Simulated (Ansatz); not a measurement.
Crystal: Ti3Ni.

```
Ni Ti
1.0
     3.93518    0.00000    0.00000
     0.00000    3.93518    0.00000
     0.00000    0.00000    3.93518
Ni Ti
1 3
Direct
  0.00000 0.00000 0.00000
  0.50000 0.50000 0.00000
  0.50000 0.00000 0.50000
  0.00000 0.50000 0.50000
```

The cell comes from a database or a generator and needn't be the stable form of this composition.

Program: Ansatz 0.2.0. Alike in all runs: task single point; level PBEsol; potentials or basis Ansatz PAW; cell as given; k mesh 6 × 6 × 6; cutoff (eV) 420; smearing fermi-dirac 0.05 eV.

**Question.** Order these runs on this cell by their pressure, lowest first.
A. spin collinear, ferromagnetic start; fixed moment (μB) 8.0
B. spin collinear, ferromagnetic start; fixed moment (μB) 5.0
C. spin collinear, program default start; fixed moment (μB) 0.0
D. spin collinear, ferromagnetic start; fixed moment (μB) 4.0
E. spin collinear, ferromagnetic start; fixed moment (μB) 3.0

**Answer.** C (-5.0 GPa), E (-3.1 GPa), D (-1.6 GPa), B (0.3 GPa), A (8.0 GPa).

Caveats: the total moment is fixed, so each spin has its own Fermi level; the PAW data sets come from PBE, with cores solved anew for the run's functional, which leaves a small shift of forces and pressure; the thresholds are loose for stress.
